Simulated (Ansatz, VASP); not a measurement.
# LaB6: VASP beside Ansatz

Contents of POSCAR:

```
LaB6
1.0
    4.3297120000      0.0000000000      0.0000000000
    0.0000000000      4.3297120000      0.0000000000
    0.0000000000      0.0000000000      4.3297120000
La B
1 6
Direct
    0.0000000000      0.0000000000      0.0000000000
    0.5000000000      0.5000000000      0.2000000000
    0.5000000000      0.5000000000      0.8000000000
    0.2000000000      0.5000000000      0.5000000000
    0.8000000000      0.5000000000      0.5000000000
    0.5000000000      0.2000000000      0.5000000000
    0.5000000000      0.8000000000      0.5000000000
```

The input INCAR.step1:

```
SYSTEM = LaB6
ALGO     = Normal         ! electronic algorithm
EDIFF    = 1E-4           ! SCF threshold, eV
ENCUT    = 520            ! plane-wave cutoff, eV
GGA      = PE             ! functional
ISMEAR   = -1             ! smearing method
LASPH    = .True.         ! aspherical terms in the spheres
LCHARG   = .False.        ! write CHGCAR
LREAL    = .False.        ! projectors in reciprocal space
LWAVE    = .True.         ! write WAVECAR
NBANDS   = 24             ! bands
NELM     = 60             ! most SCF steps
PREC     = Accurate       ! precision mode
SIGMA    = 0.1            ! smearing width, eV
```

File INCAR.step2:

```
SYSTEM = LaB6
ALGO     = Normal         ! electronic algorithm
EDIFF    = 1E-6           ! SCF threshold, eV
ENCUT    = 520            ! plane-wave cutoff, eV
ISIF     = 2              ! what is computed and relaxed
ISMEAR   = -1             ! smearing method
ISTART   = 1            
LASPH    = .True.         ! aspherical terms in the spheres
LCHARG   = .False.        ! write CHGCAR
LMIXTAU  = .True.       
LREAL    = .False.        ! projectors in reciprocal space
LWAVE    = .False.        ! write WAVECAR
METAGGA  = R2SCAN         ! meta-GGA
NBANDS   = 24             ! bands
NELM     = 60             ! most SCF steps
PREC     = Accurate       ! precision mode
SIGMA    = 0.1            ! smearing width, eV
```

Contents of KPOINTS:

```
k-points
0
Gamma
  4 4 4
  0 0 0
```

Input for Ansatz:

```yaml
crystal:
  lattice:
    - [4.329712, 0.0, 0.0]
    - [0.0, 4.329712, 0.0]
    - [0.0, 0.0, 4.329712]
  atoms:
    - { symbol: La, position: [0.0, 0.0, 0.0] }
    - { symbol: B, position: [0.5, 0.5, 0.2] }
    - { symbol: B, position: [0.5, 0.5, 0.8] }
    - { symbol: B, position: [0.2, 0.5, 0.5] }
    - { symbol: B, position: [0.8, 0.5, 0.5] }
    - { symbol: B, position: [0.5, 0.2, 0.5] }
    - { symbol: B, position: [0.5, 0.8, 0.5] }
  symmetry: { tolerance: 0.0003 }
kpoints:
  mp_grid: { grid: [4, 4, 4], shift: [0, 0, 0] }
magnetization:
  spin_polarized: false
scf:
  occupations: { method: fermi_dirac }
hamiltonian:
  pseudopotentials: { kind: paw }
  xc: r2scan
basis:
  ecutwfc: 500
output:
  forces: true
  stress: true
  eigenvalues: true
  write_density: true
  write_potential: true
  elf: true
  volumetric_format: npy
```

The cell was built by a generator and needn't be a form met in nature.

Alike in both runs: task single point; functional r2SCAN; k mesh 4 × 4 × 4; no spin polarisation.

|  | VASP | Ansatz |
| --- | --- | --- |
| version | VASP 6.6.1 | Ansatz 0.2.0 |
| potentials or method | VASP PAW PBE potentials, release 64 (La, B) | PAW plane waves |
| plane-wave cutoff (eV) | 520 | 500 |
| occupations | fermi-dirac, width 0.1 eV | fermi-dirac |
| valence electrons in the cell | 29 | 29 |

Ansatz gave:

| Property | Result |
| --- | --- |
| gap on the k mesh at the Fermi level (eV) | none |
| pressure (GPa) | -18.0 |
| rms of the force components (eV/Å) | 0.220 |

**Question.** Which values does VASP return?

**Answer.** gap on the k mesh at the Fermi level (eV): none; pressure (GPa): -18.1; rms of the force components (eV/Å): 0.219.

Atom by atom the forces differ by 0.001 eV/Å (rms over components). A gap of «none» marks a metal or a gap that the smearing closes.

Caveats: the k mesh is coarse (spacing up to 0.36 Å⁻¹), so the values aren't converged; so large a pressure means that the cell lies far from this level's equilibrium, or that cutoff or potentials fall short (VASP); the potentials were made for another functional, which shifts forces and pressure (VASP). The runs have no spin-orbit coupling, so splittings on La are missing.
